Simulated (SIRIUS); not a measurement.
A run of SIRIUS 7.12.0 is set up as follows.

The input sirius.json:

```json
{
  "control": {
    "processing_unit": "cpu",
    "verbosity": 2,
    "num_bands_to_print": 23,
    "print_forces": true,
    "print_stress": true
  },
  "parameters": {
    "electronic_structure_method": "pseudopotential",
    "xc_functionals": ["XC_GGA_X_PBE_SOL", "XC_GGA_C_PBE_SOL"],
    "gk_cutoff": 9.0,
    "pw_cutoff": 18.0,
    "ngridk": [7, 7, 7],
    "shiftk": [0, 0, 0],
    "smearing": "fermi_dirac",
    "smearing_width": 0.0018374661,
    "num_bands": 23,
    "num_mag_dims": 0,
    "num_dft_iter": 100,
    "energy_tol": 1e-08,
    "density_tol": 1e-06
  },
  "iterative_solver": {
    "type": "davidson",
    "min_tolerance": 1e-10
  },
  "mixer": {
    "type": "anderson",
    "beta": 0.7,
    "max_history": 8
  },
  "settings": {
    "tol_ne": 1e-10,
    "pseudo_grid_cutoff": 6.5
  },
  "unit_cell": {
    "lattice_vectors": [
      [0.0, 6.824076936038, 6.824076936038],
      [6.824076936038, 0.0, 6.824076936038],
      [6.824076936038, 6.824076936038, 0.0]
    ],
    "atom_coordinate_units": "lattice",
    "atom_types": ["Te", "Sn"],
    "atom_files": {
      "Sn": "Sn.json",
      "Te": "Te.json"
    },
    "atoms": {
      "Te": [
        [0.25, 0.25, 0.25]
      ],
      "Sn": [
        [0.0, 0.0, 0.0]
      ]
    }
  }
}
```

Potentials or basis: PseudoDojo 0.4.1 PBEsol standard (scalar relativistic).

The run is started by

```sh
$ upf_to_json Sn.upf
$ upf_to_json Te.upf
$ OMP_NUM_THREADS=1 sirius.scf --input=sirius.json --output=out.json --task=0
```

Task: Predict the band gap on the k mesh.

Result: 0.29 eV.

Task: Estimate the pressure.

Result: -1.4 GPa.

Caveat: spin-orbit coupling is left out, which moves the levels of the heavy elements; an odd mesh through Γ misses points on the zone boundary, where band edges often lie.
